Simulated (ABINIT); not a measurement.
Crystal: As.

```
CELL_PARAMETERS angstrom
1.88080 1.08588 3.51406
-1.88080 1.08588 3.51406
0.00000 -2.17176 3.51406
ATOMIC_POSITIONS crystal
As 0.22600 0.22600 0.22600
As 0.77400 0.77400 0.77400
```

```yaml
Program: ABINIT 10.8.3 (patched build)
Task: relaxation of cell and atoms
Functional: PBE
Potentials_or_basis: JTH PAW PBE v2.0
Cutoff: 408 eV
k_mesh: 9 × 9 × 9
Occupations: fermi-dirac, width 0.05 eV
Spin: no spin polarisation
```

At the start: pressure 3.8 GPa; volume 21.53 Å³/atom.

Problem. How do energy, volume and symmetry change on relaxing?

Solution. Over 14 steps the energy falls by 13.2 meV/atom and the volume is 22.61 Å³/atom (+5.0 %); space group R-3m (No. 166, to 0.05 Å).

Step by step:
| step | energy change (eV) | largest force (eV/Å) | pressure (GPa) | volume (Å³) |
| --- | --- | --- | --- | --- |
| 1 | 0.0000 | 0.4514 | 3.80 | 43.06 |
| 2 | -0.0135 | 0.2896 | 2.61 | 43.56 |
| 3 | -0.0258 | 0.0274 | 0.27 | 44.67 |
| 4 | -0.0259 | 0.0416 | 0.12 | 44.77 |
| 5 | -0.0260 | 0.0422 | 0.02 | 44.84 |
| 6 | -0.0261 | 0.0277 | -0.06 | 44.95 |
| 7 | -0.0262 | 0.0080 | -0.05 | 44.99 |
| 8 | -0.0262 | 0.0046 | -0.01 | 45.00 |
| 9 | -0.0262 | 0.0137 | 0.04 | 44.99 |
| 10 | -0.0263 | 0.0231 | 0.09 | 45.01 |
| 11 | -0.0263 | 0.0258 | 0.13 | 45.06 |
| 12 | -0.0264 | 0.0168 | 0.10 | 45.15 |
| 13 | -0.0264 | 0.0052 | 0.03 | 45.22 |
| 14 | -0.0264 | 0.0002 | 0.00 | 45.23 |

Final structure:
```cif
data_structure
_symmetry_space_group_name_H-M 'P 1'
_symmetry_Int_Tables_number 1
_cell_length_a 4.2173
_cell_length_b 4.2173
_cell_length_c 4.2173
_cell_angle_alpha 53.705
_cell_angle_beta 53.705
_cell_angle_gamma 53.705
_cell_volume 45.23
loop_
_atom_site_label
_atom_site_type_symbol
_atom_site_fract_x
_atom_site_fract_y
_atom_site_fract_z
_atom_site_occupancy
As1 As 0.22652 0.22652 0.22652 1
As2 As 0.77348 0.77348 0.77348 1
```
